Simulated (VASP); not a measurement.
# HgTe (Coloradoite) (F-43m) in VASP: notebook

One crystal, HgTe (Coloradoite), is run at these levels: PBE+D3(BJ); tasks: relaxation of the atoms.

Program: VASP 6.6.1. These are calculated values, not measurements. Logs are shortened: lines on timing, memory, paths and dates and some standing lists are left out, and cuts for length are marked.

## (1) The undisturbed crystal

It takes space group F-43m (No. 216, cubic). The conventional cell has a = 6.429 Å, b = 6.429 Å, c = 6.429 Å, α = 90.00°, β = 90.00°, γ = 90.00°. Hg (site symmetry -43m) is surrounded by 4 Te at 2.78 Å. Around Te (site symmetry -43m) lie 4 Hg at 2.78 Å.

## (2) Relaxation of the atoms, PBE+D3(BJ) (a relaxed cell with its volume scaled by 0.94)

Input file INCAR:

```
SYSTEM = HgTe
PREC     = Accurate       ! precision mode
ENCUT    = 600            ! plane-wave cutoff, eV
EDIFF    = 1E-7           ! SCF threshold, eV
ISMEAR   = 0              ! smearing method
SIGMA    = 0.03           ! smearing width, eV
LREAL    = .FALSE.        ! projectors in reciprocal space
LASPH    = .TRUE.         ! aspherical terms in the spheres
NELM     = 80             ! most SCF steps
ALGO     = Normal         ! electronic algorithm
ISIF     = 2              ! what is computed and relaxed
LWAVE    = .FALSE.        ! write WAVECAR
LCHARG   = .FALSE.        ! write CHGCAR
GGA      = PE             ! functional
IVDW     = 12             ! dispersion correction
IBRION   = 2              ! ionic algorithm
NSW      = 40             ! ionic steps
EDIFFG   = -0.01          ! ionic threshold
```

Input file KPOINTS:

```
Automatic mesh
0
G
  10 10 10
  0 0 0
```

Input file POSCAR:

```
HgTe                                    
1.0
    0.0000000000      3.2079212943      3.2079212943
    3.2079212943      0.0000000000      3.2079212943
    3.2079212943      3.2079212943      0.0000000000
  Hg              Te            
     1     1
Direct
     0.0000000000000000    0.0000000000000000    0.0000000000000000
     0.2500000000000000    0.2500000000000000    0.2500000000000000
```

Potentials or basis: VASP PAW PBE potentials, release 64 (Hg, Te).

On the command line:

```bash
> cat potpaw_PBE.64/Hg/POTCAR potpaw_PBE.64/Te/POTCAR > POTCAR
> mpirun -np 1 vasp_std > vasp.out
```

OUTCAR:

```text
SYSTEM = HgTe
   PREC = Accurate
   ENCUT = 600
   EDIFF = 1E-7
   ISMEAR = 0
   LREAL = .FALSE.
   LASPH = .TRUE.
   NELM = 80
   ISIF = 2
   GGA = PE
   IVDW = 12
   IBRION = 2
   NSW = 40
   EDIFFG = -0.01
 IVDW          = 12

 ion  position               nearest neighbor table
   1  0.000  0.000  0.000-   2 2.78   2 2.78   2 2.78   2 2.78
   2  0.250  0.250  0.250-   1 2.78   1 2.78   1 2.78   1 2.78

  LATTYP: Found a face centered cubic cell.
 ALAT       =     6.4158425886

  Lattice vectors:

 A1 = (   0.0000000000,   3.2079212943,   3.2079212943)
 A2 = (   3.2079212943,   0.0000000000,   3.2079212943)
 A3 = (   3.2079212943,   3.2079212943,   0.0000000000)

Analysis of symmetry for initial positions (statically):
=====================================================================
 Subroutine PRICEL returns:
 Original cell was already a primitive cell.

 Routine SETGRP: Setting up the symmetry group for a
 face centered cubic supercell.

 Subroutine GETGRP returns: Found 24 space group operations
 (whereof 24 operations were pure point group operations)
 out of a pool of 48 trial point group operations.

The static configuration has the point symmetry T_d .

Analysis of symmetry for dynamics (positions and initial velocities):
=====================================================================
 Subroutine PRICEL returns:
 Original cell was already a primitive cell.

 Routine SETGRP: Setting up the symmetry group for a
 face centered cubic supercell.

 Subroutine GETGRP returns: Found 24 space group operations
 (whereof 24 operations were pure point group operations)
 out of a pool of 48 trial point group operations.

The dynamic configuration has the point symmetry T_d .

 Subroutine INISYM returns: Found 24 space group operations
 (whereof 24 operations are pure point group operations),
 and found     1 'primitive' translations

----------------------------------------------------------------------------------------

                                     Primitive cell

  volume of cell :      66.0239

  direct lattice vectors                    reciprocal lattice vectors
     0.000000000  3.207921294  3.207921294    -0.155864173  0.155864173  0.155864173
     3.207921294  0.000000000  3.207921294     0.155864173 -0.155864173  0.155864173
     3.207921294  3.207921294  0.000000000     0.155864173  0.155864173 -0.155864173

  length of vectors
     4.536685801  4.536685801  4.536685801     0.269964667  0.269964667  0.269964667

  position of ions in fractional coordinates (direct lattice)
     0.000000000  0.000000000  0.000000000
     0.250000000  0.250000000  0.250000000

  ion indices of the primitive-cell ions
   primitive index   ion index
                 1           1
                 2           2

----------------------------------------------------------------------------------------

 KPOINTS: Automatic mesh

Automatic generation of k-mesh.
 Grid dimensions read from file:
 generate k-points for:   10   10   10

 Generating k-lattice:

  Cartesian coordinates                     Fractional coordinates (reciprocal lattice)
    -0.015586417  0.015586417  0.015586417     0.100000000  0.000000000  0.000000000
     0.015586417 -0.015586417  0.015586417     0.000000000  0.100000000  0.000000000
     0.015586417  0.015586417 -0.015586417     0.000000000  0.000000000  0.100000000

  Length of vectors
     0.026996467  0.026996467  0.026996467

  Shift w.r.t. Gamma in fractional coordinates (k-lattice)
     0.000000000  0.000000000  0.000000000

 Subroutine IBZKPT returns following result:
 ===========================================

 Found     47 irreducible k-points:

 Following reciprocal coordinates:
            Coordinates               Weight
  0.000000  0.000000  0.000000      1.000000
  0.100000  0.000000  0.000000      8.000000
  0.200000  0.000000  0.000000      8.000000
  0.300000  0.000000  0.000000      8.000000
  0.400000  0.000000  0.000000      8.000000
  0.500000  0.000000  0.000000      4.000000
[... 16 lines left out ...]
  0.300000  0.300000  0.000000      6.000000
  0.400000  0.300000  0.000000     24.000000
 [... further k-points ...]
   k-points           NKPTS =     47   k-points in BZ     NKDIM =     47   number of bands    NBANDS=     13
   number of dos      NEDOS =    301   number of ions     NIONS =      2
   total plane-waves  NPLWV =  46656
   dimension x,y,z NGX =    36 NGY =   36 NGZ =   36
   dimension x,y,z NGXF=    72 NGYF=   72 NGZF=   72
   ions per type =               1   1
   NGX,Y,Z   is equivalent  to a cutoff of  13.19, 13.19, 13.19 a.u.
   NGXF,Y,Z  is equivalent  to a cutoff of  26.38, 26.38, 26.38 a.u.
 SYSTEM =  HgTe
   PREC   = accura    normal or accurate (medium, high low for compatibility)
   ISTART =      0    job   : 0-new  1-cont  2-samecut
   ICHARG =      2    charge: 1-file 2-atom 10-const
   ISPIN  =      1    spin polarized calculation?
   LNONCOLLINEAR =      F non collinear calculations
   LSORBIT =      F    spin-orbit coupling
   LASPH  =      T    aspherical Exc in radial PAW
   ENCUT  =  600.0 eV  44.10 Ry    6.64 a.u.   9.06  9.06  9.06*2*pi/ulx,y,z
   NELM   =     80;   NELMIN=  2; NELMDL= -5     # of ELM steps
   EDIFF  = 0.1E-06   stopping-criterion for ELM
   LREAL  =      F    real-space projection
   EDIFFG = -.1E-01   stopping-criterion for IOM
   NSW    =     40    number of steps for IOM
   IBRION =      2    ionic relax: 0-MD 1-quasi-New 2-CG
   NFREE  =      1    steps in history (QN), initial steepest desc. (CG)
   ISIF   =      2    stress and relaxation
   ISYM   =      2    0-nonsym 1-usesym 2-fastsym
   POTIM  = 0.5000    time-step for ionic-motion
   TEBEG  =    0.0;   TEEND  =   0.0 temperature during run
   PSTRESS=    0.0 pullay stress
   NELECT =      18.0000    total number of electrons
   NUPDOWN=      -1.0000    fix difference up-down
   EMIN   =  10.00;   EMAX   =-10.00  energy-range for DOS
   EFERMI =   0.00;   METHOD = LEGACY
   ISMEAR =     0;   SIGMA  =   0.03  broadening in eV -4-tet -1-fermi 0-gaus
   EFERMI_NEDOS =   21; number of points for ismear=-14 and -15
   IALGO  =     38    algorithm
   IMIX   =      4    mixing-type and parameters
     AMIX     =   0.40;   BMIX     =  1.00
     AMIX_MAG =   1.60;   BMIX_MAG =  1.00
  volume/ion in A,a.u.               =      33.01       222.78
  Fermi-wavevector in a.u.,A,eV,Ry     =   1.061529  2.005999 15.331648  1.126844
  Thomas-Fermi vector in A             =   2.196949
   LORBIT       =      0    0 simple, 1 ext, 2 COOP (PROOUT), +10 PAW based schemes
   GGA     = PE    functional components
   LHFCALC =     F    Hartree Fock is set to
   AEXX    =    0.0000 exact exchange contribution
   IVDW    =    12    specifies the selected vdW correction
   LEPSILON=     F    determine dielectric tensor
   LRPA    =     F    only Hartree local field effects (RPA)
 conjugate gradient relaxation of ions
 non-spin polarized calculation
 Gauss-broadening in eV      SIGMA  =   0.03
  energy-cutoff  :      600.00
  volume of cell :       66.02
 maximum number of plane-waves:      2229
   NGX = 19   NGY = 19   NGZ = 19

 number of electron      17.9999999 magnetization

 Free energy of the ion-electron system (eV)
  ---------------------------------------------------
  ext. energy  EPLUGINS =         0.00000000
  ---------------------------------------------------
  free energy    TOTEN  =        -3.54434679 eV

  energy without entropy =       -3.54430051  energy(sigma->0) =       -3.54432365

 E-fermi :   3.3487     XC(G=0):  -8.8466

 val. band max:        3.3395752244   @ k =   0.0000   0.0000   0.0000
 cond. band min:       3.9076838974   @ k =   0.1000   0.0000   0.0000
 fundamental gap:      0.5681086730
 Fermi energy:         3.3487123167

 k-point     1 :       0.0000    0.0000    0.0000
  band No.  band energies     occupation
      1      -8.8130      2.00000
      2      -4.1503      2.00000
      3      -4.1503      2.00000
      4      -4.1503      2.00000
      5      -3.5927      2.00000
      6      -3.5927      2.00000
      7       2.6697      2.00000
      8       3.3396      1.33333
      9       3.3396      1.33333
     10       3.3396      1.33333
     11       7.5269      0.00000
     12       7.5269      0.00000
     13       7.5269      0.00000

 k-point     2 :       0.1000    0.0000    0.0000
  band No.  band energies     occupation
      1      -8.7607      2.00000
      2      -4.1356      2.00000
      3      -4.1356      2.00000
      4      -4.1331      2.00000
      5      -3.5944      2.00000
      6      -3.5944      2.00000
      7       1.7908      2.00000
      8       3.2172      2.00000
      9       3.2172      2.00000
     10       3.9077      0.00000
     11       7.4467      0.00000
     12       7.6882      0.00000
     13       7.6882      0.00000

 k-point     3 :       0.2000    0.0000    0.0000
  band No.  band energies     occupation
      1      -8.6190      2.00000
      2      -4.0986      2.00000
      3      -4.0986      2.00000
      4      -4.0622      2.00000
      5      -3.5959      2.00000
      6      -3.5959      2.00000
      7       0.5375      2.00000
      8       2.9295      2.00000
      9       2.9295      2.00000
     10       4.2208      0.00000
     11       7.8299      0.00000
     12       8.0305      0.00000
     13       8.0305      0.00000

 k-point     4 :       0.3000    0.0000    0.0000
  band No.  band energies     occupation
      1      -8.4341      2.00000
      2      -4.0578      2.00000
      3      -4.0578      2.00000
      4      -3.8876      2.00000
      5      -3.5901      2.00000
      6      -3.5901      2.00000
      7      -0.6956      2.00000
      8       2.6181      2.00000
      9       2.6181      2.00000
     10       4.1848      0.00000
     11       8.2801      0.00000
     12       8.2801      0.00000
     13       8.8358      0.00000

 k-point     5 :       0.4000    0.0000    0.0000
  band No.  band energies     occupation
      1      -8.2760      2.00000
      2      -4.0302      2.00000
      3      -4.0302      2.00000
      4      -3.5776      2.00000
      5      -3.5776      2.00000
      6      -3.5645      2.00000
      7      -1.7497      2.00000
      8       2.3900      2.00000
      9       2.3900      2.00000
     10       4.0867      0.00000
     11       8.3469      0.00000
     12       8.3469      0.00000
     13       9.9277      0.00000
[... 257 lines left out ...]
 k-point    22 :      -0.2000    0.2000    0.0000
  band No.  band energies     occupation
      1      -8.3697      2.00000
      2      -4.0367      2.00000
      3      -4.0189      2.00000
      4      -3.8769      2.00000
      5      -3.6173      2.00000
      6      -3.5552      2.00000
      7      -0.6593      2.00000
      8       1.3181      2.00000
      9       2.6539      2.00000
     10       5.2059      0.00000
     11       7.9877      0.00000
     12       8.4238      0.00000
     13       8.5243      0.00000

 k-point    23 :       0.3000    0.3000    0.0000
  band No.  band energies     occupation
      1      -8.3031      2.00000
      2      -4.0454      2.00000
      3      -3.9325      2.00000
      4      -3.9325      2.00000
      5      -3.5941      2.00000
      6      -3.5498      2.00000
      7      -0.6518      2.00000
      8       1.6325      2.00000
      9       1.6325      2.00000
     10       5.3216      0.00000
     11       6.2055      0.00000
     12      10.1887      0.00000
     13      10.1889      0.00000

 k-point    24 :       0.4000    0.3000    0.0000
  band No.  band energies     occupation
      1      -8.1761      2.00000
      2      -4.0003      2.00000
      3      -3.8863      2.00000
      4      -3.8594      2.00000
      5      -3.5436      2.00000
      6      -3.4949      2.00000
      7      -1.2757      2.00000
      8       1.2149      2.00000
      9       1.4085      2.00000
     10       5.4246      0.00000
     11       6.3111      0.00000
     12       9.8324      0.00000
     13      10.5803      0.00000

 [... further k-points ...]

------------------------ aborting loop because EDIFF is reached ----------------------------------------

 Edisp (eV)   -0.73940

 E8    (eV) :    -0.3362

  FORCE on cell =-STRESS in cart. coord.  units (eV):
  Direction    XX          YY          ZZ          XY          YZ          ZX
  --------------------------------------------------------------------------------------
  -------------------------------------------------------------------------------------
  Total       1.20114     1.20114     1.20114     0.00000     0.00000    -0.00000
  in kB      29.14751    29.14751    29.14751     0.00000     0.00000    -0.00000
  external pressure =       29.15 kB  Pullay stress =        0.00 kB

 VOLUME and BASIS-vectors are now :
 -----------------------------------------------------------------------------
  energy-cutoff  :      600.00
  volume of cell :       66.02
      direct lattice vectors                 reciprocal lattice vectors
     0.000000000  3.207921294  3.207921294    -0.155864173  0.155864173  0.155864173
     3.207921294  0.000000000  3.207921294     0.155864173 -0.155864173  0.155864173
     3.207921294  3.207921294  0.000000000     0.155864173  0.155864173 -0.155864173

 POSITION                                       TOTAL-FORCE (eV/Angst)
 -----------------------------------------------------------------------------------
      0.00000      0.00000      0.00000         0.000000      0.000000      0.000000
      1.60396      1.60396      1.60396        -0.000000     -0.000000     -0.000000
 -----------------------------------------------------------------------------------
    total drift:                               -0.000000     -0.000000     -0.000000

  FREE ENERGIE OF THE ION-ELECTRON SYSTEM (eV)
  ---------------------------------------------------
  free  energy   TOTEN  =        -4.2837506168 eV

  energy  without entropy=       -4.2837043381  energy(sigma->0) =       -4.28372748

 reached required accuracy - stopping structural energy minimisation
```

It took 25 s on 1 thread of Intel Xeon Platinum 8559C (Emerald Rapids), shared host; peak memory 0.24 GiB.

Results:

* Free energy: -4.2838 eV
* Pressure after relaxing: 2.9 GPa
* Band gap on the k mesh: none (metal or under the smearing width)
* Dispersion energy per atom: -0.370 eV

Final structure:
```
Hg Te
1.0
     0.00000    3.20792    3.20792
     3.20792    0.00000    3.20792
     3.20792    3.20792    0.00000
Hg Te
1 1
Direct
  0.00000 0.00000 0.00000
  0.25000 0.25000 0.25000
```

Caveat: the relaxation stopped at its first step, so nothing moved; pairwise dispersion overbinds metals, which lowers pressure and volume. The run has no spin-orbit coupling, so splittings on Hg, Te are missing.

## (3) Relaxation of the atoms, PBE+D3(BJ) (a relaxed cell with its volume scaled by 0.96)

INCAR is that of step 2.

KPOINTS is that of step 2.

Input file POSCAR:

```
HgTe                                    
1.0
    0.0000000000      3.2305130337      3.2305130337
    3.2305130337      0.0000000000      3.2305130337
    3.2305130337      3.2305130337      0.0000000000
  Hg              Te            
     1     1
Direct
     0.0000000000000000    0.0000000000000000    0.0000000000000000
     0.2500000000000000    0.2500000000000000    0.2500000000000000
```

Potentials or basis: VASP PAW PBE potentials, release 64 (Hg, Te).

On the command line:

```bash
> cat potpaw_PBE.64/Hg/POTCAR potpaw_PBE.64/Te/POTCAR > POTCAR
> mpirun -np 1 vasp_std > vasp.out
```

It took 23 s on 1 thread of Intel Xeon Platinum 8559C (Emerald Rapids), shared host; peak memory 0.24 GiB.

Results (log left out):

- Free energy: -4.3045 eV
- Pressure after relaxing: 1.8 GPa
- Band gap on the k mesh: none (metal or under the smearing width)
- Dispersion energy per atom: -0.361 eV

Final structure:
```
Hg Te
1.0
     0.00000    3.23051    3.23051
     3.23051    0.00000    3.23051
     3.23051    3.23051    0.00000
Hg Te
1 1
Cartesian
  0.0000 0.0000 0.0000
  1.6153 1.6153 1.6153
```

Levels at points of the mesh, in eV from the Fermi level:
| k point | band 5 | band 6 | band 7 | band 8 | band 9 | band 10 | band 11 | band 12 | band 13 |
| --- | --- | --- | --- | --- | --- | --- | --- | --- | --- |
| (0.00, 0.00, 0.00) | -6.84 | -6.84 | -0.73 | -0.01 | -0.01 | -0.01 | 4.22 | 4.22 | 4.22 |
| (0.50, 0.00, 0.00) | -6.82 | -6.53 | -5.51 | -1.00 | -1.00 | 0.70 | 5.02 | 5.02 | 6.86 |
| (0.50, 0.50, 0.00) | -6.78 | -6.38 | -5.45 | -2.29 | -2.29 | 1.89 | 2.48 | 8.22 | 8.86 |

Caveat: the relaxation stopped at its first step, so nothing moved; pairwise dispersion overbinds metals, which lowers pressure and volume. Spin-orbit coupling is left out, which matters for the levels of Hg, Te.

## (4) Relaxation of the atoms, PBE+D3(BJ) (a relaxed cell with its volume scaled by 0.98)

INCAR is that of step 3.

KPOINTS is that of step 3.

Input file POSCAR:

```
HgTe                                    
1.0
    0.0000000000      3.2527931380      3.2527931380
    3.2527931380      0.0000000000      3.2527931380
    3.2527931380      3.2527931380      0.0000000000
  Hg              Te            
     1     1
Direct
     0.0000000000000000    0.0000000000000000    0.0000000000000000
     0.2500000000000000    0.2500000000000000    0.2500000000000000
```

On the command line:

```bash
> cat potpaw_PBE.64/Hg/POTCAR potpaw_PBE.64/Te/POTCAR > POTCAR
> mpirun -np 1 vasp_std > vasp.out
```

Wall time 29 s (1 thread of Intel Xeon Platinum 8559C (Emerald Rapids), shared host); peak memory 0.27 GiB.

Results (log left out):

```
Free energy                : -4.3163 eV
Pressure after relaxing    : 0.9 GPa
Band gap on the k mesh     : none (metal or under the smearing width)
Dispersion energy per atom : -0.352 eV
```

Final structure:
```
Hg Te
1.0
     0.00000    3.25279    3.25279
     3.25279    0.00000    3.25279
     3.25279    3.25279    0.00000
Hg Te
1 1
Cartesian
  0.0000 0.0000 0.0000
  1.6264 1.6264 1.6264
```

Levels at points of the mesh, in eV from the Fermi level:
```csv
k point,band 6,band 7,band 8,band 9,band 10,band 11,band 12,band 13
"(0.00, 0.00, 0.00)",-6.75,-0.78,-0.01,-0.01,-0.01,4.26,4.26,4.26
"(0.50, 0.00, 0.00)",-6.45,-5.37,-0.96,-0.96,0.70,5.04,5.04,6.86
"(0.50, 0.50, 0.00)",-6.31,-5.34,-2.20,-2.20,1.90,2.53,8.14,8.77
```

Caveat: the relaxation stopped at its first step, so nothing moved; pairwise dispersion overbinds metals, which lowers pressure and volume.

## (5) The runs side by side

```tsv
cell	gap on the mesh (eV)	pressure (GPa)
atoms relaxed from: a relaxed cell with its volume scaled by 0.94	none	2.9
atoms relaxed from: a relaxed cell with its volume scaled by 0.96	none	1.8
atoms relaxed from: a relaxed cell with its volume scaled by 0.98	none	0.9
```

Alike in all rows: task relaxation of the atoms; level PBE+D3(BJ); potentials or basis VASP PAW PBE potentials, release 64 (Hg, Te); no spin polarisation; k mesh 10 × 10 × 10; cutoff (eV) 600; smearing gaussian 0.03 eV.

Caveats: the relaxation stopped at its first step, so nothing moved; pairwise dispersion overbinds metals, which lowers pressure and volume.

Total energies depend on the potentials used, so only differences within one code and one set of settings carry meaning.
